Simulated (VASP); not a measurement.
## InSb (strained zincblende): one r²SCAN single-point calculation in two programs

```
In Sb
1.0
     0.00000    3.27951    3.34510
     3.27951    0.00000    3.34510
     3.27951    3.27951    0.00000
In Sb
1 1
Direct
  0.00000 0.00000 0.00000
  0.25000 0.25000 0.25000
```

Each program uses its own PAW datasets. VASP's cell holds 18 valence electrons and Ansatz's 28. Ansatz's stress includes a Pulay correction; VASP's doesn't.

Cutoffs: 520 eV in VASP, 500 eV in Ansatz. k meshes: 6×6×6 and 6×6×6.

```tsv
	VASP	Ansatz
gap between bands v and c	0.00 eV	0.00 eV
least direct gap	0.00 eV	0.00 eV
pressure	-0.8 GPa	-0.8 GPa
```

Band v is the last that the valence electrons fill when counted band by band, and c is the next. Levels in eV from the top of v, Ansatz:

```tsv
point	v−1	v	c	c+1
Γ	-0.10	0.00	0.00	3.18
X	-2.13	-2.13	1.64	1.71
K	-3.00	-1.90	1.81	3.83
L	-1.06	-0.93	0.69	4.03
W	-2.76	-2.62	3.65	4.23
```

VASP:

| point | v−1 | v | c | c+1 |
| --- | --- | --- | --- | --- |
| Γ | -0.10 | 0.00 | 0.00 | 3.17 |
| X | -2.14 | -2.14 | 1.64 | 1.69 |
| K | -3.01 | -1.90 | 1.80 | 3.82 |
| L | -1.06 | -0.93 | 0.69 | 4.01 |
| W | -2.76 | -2.63 | 3.64 | 4.22 |
